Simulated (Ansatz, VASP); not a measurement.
## Two plane-wave programs on ScAl3

```xyz
4
Lattice="4.0878 0.0000 0.0000 0.0000 4.0878 0.0000 0.0000 0.0000 4.0878" Properties=species:S:1:pos:R:3 pbc="T T T"
Sc    0.0000    0.0000    0.0000
Al    2.0439    0.0000    2.0439
Al    0.0000    2.0439    2.0439
Al    2.0439    2.0439    0.0000
```

The cell is a database's computed one.

Alike in both runs: task relaxation of cell and atoms; functional revPBE; dispersion D3(BJ); k mesh 6 × 6 × 6; occupations fermi-dirac, width 0.1 eV; no spin polarisation.

```csv
,VASP,Ansatz
version,VASP 6.6.1,Ansatz 0.2.0
potentials or method,"VASP PAW PBE potentials, release 64 (Sc_sv, Al)","plane waves, PAW"
plane-wave cutoff (eV),600,558
valence electrons in the cell,20,20
```

VASP gave:

| Property | Result |
| --- | --- |
| relaxed volume (Å³/atom) | 16.27 |
| relaxed cell length with the largest relative difference (Å) | 4.023 |
| energy change over the relaxation (meV/atom) | -11 |

Task: Estimate Ansatz's values.

Result: Relaxed volume (Å³/atom): 16.28; relaxed cell length with the largest relative difference (Å): 4.023; energy change over the relaxation (meV/atom): -11.

Caveats: the PAW data sets were made with another functional, which shifts forces and pressure a little (VASP); pairwise dispersion overbinds metals, which lowers pressure and volume.
